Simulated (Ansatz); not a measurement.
Input and command of a calculation in Ansatz (plane waves; scalar-relativistic PAW potentials unless the input names others):

```yaml
crystal:
  lattice:
    - [-3.8454929872, 0.0, 0.0]
    - [-1.9227464936, -3.330294617, 0.0]
    - [-0.7690985974, 0.0, 12.6106666151]
  atoms:
    - { symbol: Zn, position: [0.2020613543, 0.3333333333, 0.6563598951], spin: 2.0 }
    - { symbol: Zn, position: [0.3020613543, 0.3333333333, 0.1563598951] }
    - { symbol: Zn, position: [0.4853946876, 0.6666666667, 0.9063598951] }
    - { symbol: Zn, position: [0.5853946876, 0.6666666667, 0.4063598951] }
    - { symbol: S, position: [0.1646053124, 0.3333333333, 0.8436401049] }
    - { symbol: S, position: [0.2646053124, 0.3333333333, 0.3436401049] }
    - { symbol: S, position: [0.6479386457, 0.6666666667, 0.0936401049] }
    - { symbol: S, position: [0.5479386457, 0.6666666667, 0.5936401049] }
basis:
  ecutwfc: 420
kpoints:
  mp_grid: { grid: [8, 8, 2] }
hamiltonian:
  xc: pbe
scf:
  occupations: { method: gaussian, width: 0.05 }
  max_iter: 100
output:
  forces: true
  eigenvalues: true
  stress: true
```

```bash
ansatz run input.yaml --threads 2 --pin off --max-ram 5120MiB --backend cpu --events-out ev --progress --plain --runs-dir out
```

**Question.** Will this input run?

**Answer.** The program refuses it, because of a moment without spin polarisation (crystal.atoms[0].spin: not typed → 2.0). Without that key it is accepted.

Abridged log:
```
Error: inconsistent input (magnetization.spin_polarized): false but per-atom `spin:`, `per_species`, `initial_magnetization`, `magnetic_field`, or `spin_locking` is set
```